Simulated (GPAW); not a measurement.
Crystal: Bi.

```
CELL_PARAMETERS angstrom
-1.98143 1.98143 1.98143
1.98143 -1.98143 1.98143
1.98143 1.98143 -1.98143
ATOMIC_POSITIONS crystal
Bi 0.00000 0.00000 0.00000
```

This isn't the form of Bi at room conditions, which is rhombohedral.

Base run:

| Property | Result |
| --- | --- |
| Program | GPAW 26.7.0 |
| Functional | SCAN |
| Potentials or basis | GPAW PAW data sets (gpaw-data 1.2.1) |
| Cutoff | 600 eV |
| Basis | pw |
| k mesh | 9 × 9 × 9 |
| Occupations | fermi-dirac, width 0.05 eV |
| Spin | no spin polarisation |

Its results: band gap on the k mesh none (metal or under the smearing width); pressure -1.4 GPa.

Question: The run is repeated on the same cell with these changes: functional from SCAN to PBE. What comes out?

Answer: Band gap on the k mesh none (metal or under the smearing width); pressure 0.7 GPa.

Caveats: spin-orbit coupling is left out, which moves the levels of the heavy elements; the PAW data sets were made with another functional, which shifts forces and pressure a little (some runs).
